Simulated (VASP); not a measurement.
# BN (P6_3/mmc) in VASP: a series of runs, part 2 of 2

VASP 6.6.1.

### 4 Vibrations by finite differences, r2SCAN

This run uses another cell than the first one, of 9.21 Å³/atom, 1.027 times its volume.

Input file INCAR:

```
  PREC = Accurate
  ENCUT = 520
  EDIFF = 1E-8
  ISMEAR = 0
  SIGMA = 0.02
  LREAL = F
  LASPH = T
  NELM = 100
  ALGO = Normal
  ISIF = 2
  LWAVE = F
  LCHARG = F
  METAGGA = R2SCAN
  LMIXTAU = T
  NBANDS = 16
  IBRION = 6
  NFREE = 2
  POTIM = 0.015
  NSW = 1
  KPAR = 4
```

Input file KPOINTS:

```
Automatic mesh
0
Gamma
  15 15 6
```

Input file POSCAR:

```
BN                                      
1.0
    2.5025138742     -0.0000000000     -0.0000000000
   -1.2512569371      2.1672405837      0.0000000000
   -0.0000000000     -0.0000000000      6.7897983178
  B               N             
     2     2
Direct
     0.3333333300000021    0.6666666699999979    0.2500000000000000
     0.6666666699999979    0.3333333300000021    0.7500000000000000
     0.3333333300000021    0.6666666699999979    0.7500000000000000
     0.6666666699999979    0.3333333300000021    0.2500000000000000
```

Potentials or basis: VASP PAW PBE potentials, release 64 (B, N).

On the command line:

```sh
cat potpaw_PBE.64/B/POTCAR potpaw_PBE.64/N/POTCAR > POTCAR
mpirun -np 4 vasp_std > vasp.out
```

OUTCAR:

```text
PREC = Accurate
   ENCUT = 520
   EDIFF = 1E-8
   ISMEAR = 0
   LREAL = F
   LASPH = T
   NELM = 100
   ISIF = 2
   METAGGA = R2SCAN
   IBRION = 6
   NFREE = 2
   POTIM = 0.015
   NSW = 1

 ion  position               nearest neighbor table
   1  0.333  0.667  0.250-   4 1.44   4 1.44   4 1.44
   2  0.667  0.333  0.750-   3 1.44   3 1.44   3 1.44
   3  0.333  0.667  0.750-   2 1.44   2 1.44   2 1.44
   4  0.667  0.333  0.250-   1 1.44   1 1.44   1 1.44

  LATTYP: Found a hexagonal cell.
 ALAT       =     2.5025138742
 C/A-ratio  =     2.7131910787

  Lattice vectors:

 A1 = (   2.5025138742,   0.0000000000,   0.0000000000)
 A2 = (  -1.2512569371,   2.1672405837,   0.0000000000)
 A3 = (   0.0000000000,   0.0000000000,   6.7897983178)

Analysis of symmetry for initial positions (statically):
=====================================================================
 Subroutine PRICEL returns:
 Original cell was already a primitive cell.

 Routine SETGRP: Setting up the symmetry group for a
 hexagonal supercell.

 Subroutine GETGRP returns: Found 24 space group operations
 (whereof 12 operations were pure point group operations)
 out of a pool of 24 trial point group operations.

The static configuration has the point symmetry D_3d.
 The point group associated with its full space group is D_6h.

Analysis of symmetry for dynamics (positions and initial velocities):
=====================================================================
 Subroutine PRICEL returns:
 Original cell was already a primitive cell.

 Routine SETGRP: Setting up the symmetry group for a
 hexagonal supercell.
[... 479 lines left out ...]
 cond. band min:       6.7992590874   @ k =   0.4667   0.0667   0.0000
 fundamental gap:      4.9449646887
 Fermi energy:         1.9454976644

 k-point     1 :       0.0000    0.0000    0.0000
  band No.  band energies     occupation
      1     -16.9401      2.00000
      2     -16.6955      2.00000
      3      -4.4469      2.00000
      4      -2.4824      2.00000
      5       0.4923      2.00000
      6       0.4923      2.00000
[... 433 lines left out ...]
      3      -6.9426      2.00000
      4      -6.8688      2.00000
      5      -4.3258      2.00000
      6      -4.2611      2.00000
[... 8 lines left out ...]
     15      17.7785      0.00000
     16      19.9851      0.00000

 [... further k-points ...]

------------------------ aborting loop because EDIFF is reached ----------------------------------------

  FORCE on cell =-STRESS in cart. coord.  units (eV):
  Direction    XX          YY          ZZ          XY          YZ          ZX
  --------------------------------------------------------------------------------------
  -------------------------------------------------------------------------------------
  Total        0.0043140      0.0043140      0.0053178      0.0000000      0.0000000      0.0000000
  in kB        0.1876945      0.1876945      0.2313655      0.0000000      0.0000000      0.0000000
  external PRESSURE =       0.2022515 kB  Pullay stress =       0.0000000 kB
[... 19 lines left out ...]
  FREE ENERGIE OF THE ION-ELECTRON SYSTEM (eV)
  ---------------------------------------------------
  free  energy   TOTEN  =       -38.5941619092 eV

  energy  without entropy=      -38.5941619092  energy(sigma->0) =      -38.59416191

 INTERNAL STRAIN TENSORS FROM DISPLACED ATOMS
 ============================================

 INTERNAL STRAIN TENSOR FOR ION    1 for displacements in x,y,z  (eV/Angst):
          X           Y           Z          XY          YZ          ZX
  --------------------------------------------------------------------------------
  x     0.00000     0.00000     0.00000   -11.88207     0.00000     0.00000
  y   -11.88207    11.88207     0.00000     0.00000     0.00000     0.00000
  z     0.00000    -0.00000     0.00000     0.00000     0.00000     0.00000

 INTERNAL STRAIN TENSOR FOR ION    4 for displacements in x,y,z  (eV/Angst):
          X           Y           Z          XY          YZ          ZX
  --------------------------------------------------------------------------------
  x     0.00000     0.00000     0.00000    12.03615     0.00000     0.00000
  y    12.03615   -12.03615     0.00000     0.00000     0.00000     0.00000
  z     0.00000     0.00000     0.00000    -0.00000     0.00000     0.00000

 Eigenvectors and eigenvalues of the dynamical matrix
 ----------------------------------------------------

   1 f  =   40.820065 THz   256.480033 2PiTHz 1361.610804 cm-1   168.818148 meV
             X         Y         Z           dx          dy          dz
     -0.000000  1.444827  1.697450    -0.530923   -0.000000    0.000000
      1.251257  0.722414  5.092349     0.530923    0.000000   -0.000000
     -0.000000  1.444827  5.092349    -0.467034   -0.000000    0.000000
      1.251257  0.722414  1.697450     0.467034    0.000000    0.000000
[... 71 lines left out ...]
  12 f/i=    0.007427 THz     0.046668 2PiTHz    0.247754 cm-1     0.030718 meV
             X         Y         Z           dx          dy          dz
     -0.000000  1.444827  1.697450     0.000000    0.000000   -0.466923
      1.251257  0.722414  5.092349     0.000000    0.000000   -0.466923
     -0.000000  1.444827  5.092349     0.000000    0.000000   -0.531020
      1.251257  0.722414  1.697450     0.000000    0.000000   -0.531020

 ELASTIC MODULI CONTR FROM IONIC RELAXATION (kBar)
 Direction    XX          YY          ZZ          XY          YZ          ZX
 --------------------------------------------------------------------------------
 XX        -309.0673    309.0672      0.0000      0.0000      0.0000      0.0000
 YY         309.0672   -309.0672     -0.0000     -0.0000      0.0000      0.0000
 ZZ           0.0000     -0.0000     -0.0000     -0.0000      0.0000      0.0000
 XY           0.0000     -0.0000     -0.0000   -309.0672      0.0000      0.0000
 YZ           0.0000      0.0000      0.0000      0.0000      0.0000      0.0000
 ZX           0.0000      0.0000      0.0000      0.0000      0.0000      0.0000
 --------------------------------------------------------------------------------
```

stdout:

```text
POSCAR found type information on POSCAR B N
 POSCAR found :  2 types and       4 ions
 scaLAPACK will be used
 -----------------------------------------------------------------------------
|                                                                             |
|                                                                             |
|     You enforced a specific xc type in the INCAR file but a different       |
|     I HOPE YOU KNOW WHAT YOU ARE DOING!                                     |
|                                                                             |
 -----------------------------------------------------------------------------

 LDA part: xc-table for (None), standard interpolation
 POSCAR, INCAR and KPOINTS ok, starting setup
 FFT: planning ... GRIDC
 FFT: planning ... GRID_SOFT
 FFT: planning ... GRID
 WAVECAR not read
 entering main loop
 Found     4 degrees of freedom:
 Finite differences POTIM= 0.01500 DOF=   4
 bond charge predicted
 Finite differences progress:
 bond charge predicted
 Finite differences progress:
 bond charge predicted
 Finite differences progress:
 bond charge predicted
 Finite differences progress:
 bond charge predicted
 Finite differences progress:
 bond charge predicted
 Finite differences progress:
 bond charge predicted
 Finite differences progress:
 bond charge predicted
 Finite differences progress:
```

Run time: 14 min. Hardware: 4 MPI ranks of Intel Xeon Platinum 8488C (Sapphire Rapids), shared host; peak memory 0.46 GiB.

Results:

- Highest phonon frequency at Γ, LO-TO splitting left out: 1362 cm⁻¹

Phonon frequencies in cm⁻¹ (negative: imaginary):
| q point | frequencies |
| --- | --- |
| (0.000, 0.000, 0.000) | 0 0 0 43 43 104 772 826 1361 1361 1362 1362 |

Caveat: the PAW data sets were made with another functional, which shifts forces and pressure a little.
